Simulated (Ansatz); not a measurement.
**Ca under changes of volume**

One of the cells (43.632 Å³/atom); the others are scaled copies at fixed shape and fractional positions:

```
CELL_PARAMETERS angstrom
0.00000 2.79420 2.79420
2.79420 0.00000 2.79420
2.79420 2.79420 0.00000
ATOMIC_POSITIONS crystal
Ca 0.00000 0.00000 0.00000
```

```yaml
Program: Ansatz 0.2.0
Functional: rPW86-PBE
Dispersion: rVV10
Potentials_or_basis: Ansatz PAW
Cutoff: "420 eV (not typed: the program's choice for these potentials)"
k_mesh: 8 × 8 × 8
Occupations: fermi-dirac, width 0.05 eV
Spin: collinear spin, ferromagnetic start
Starting_moments: "[0.5] μB"
```

```tsv
volume (Å³/atom)	energy over the lowest point (meV/atom)	pressure (GPa)
41.014	0.00	-0.2
41.886	2.11	-0.5
42.759	?	?
43.632	11.77	-1.2
44.504	19.03	-1.5
45.377	27.71	-1.7
46.250	37.68	-1.9
```

**Question.** What does the run at 42.759 Å³/atom give?

**Answer.** Energy over the lowest point 6.09 meV/atom; pressure -0.9 GPa.

Worked out: A Birch-Murnaghan fit of order 3 (a polynomial in V^(-2/3)) to the other rows has its minimum at 40.56 Å³/atom, just outside them, with B0 = V·E''(V) = 18.4 GPa and B' = 3.3. It gives 6.08 meV/atom at 42.759 Å³/atom, against the run's 6.09, and -dE/dV = -0.9 GPa, against -0.9.

Energies are extrapolated to zero smearing.

Caveats: the PAW data sets come from PBE, with cores solved anew for the run's functional, which leaves a small shift of forces and pressure; the starting moments weren't kept.
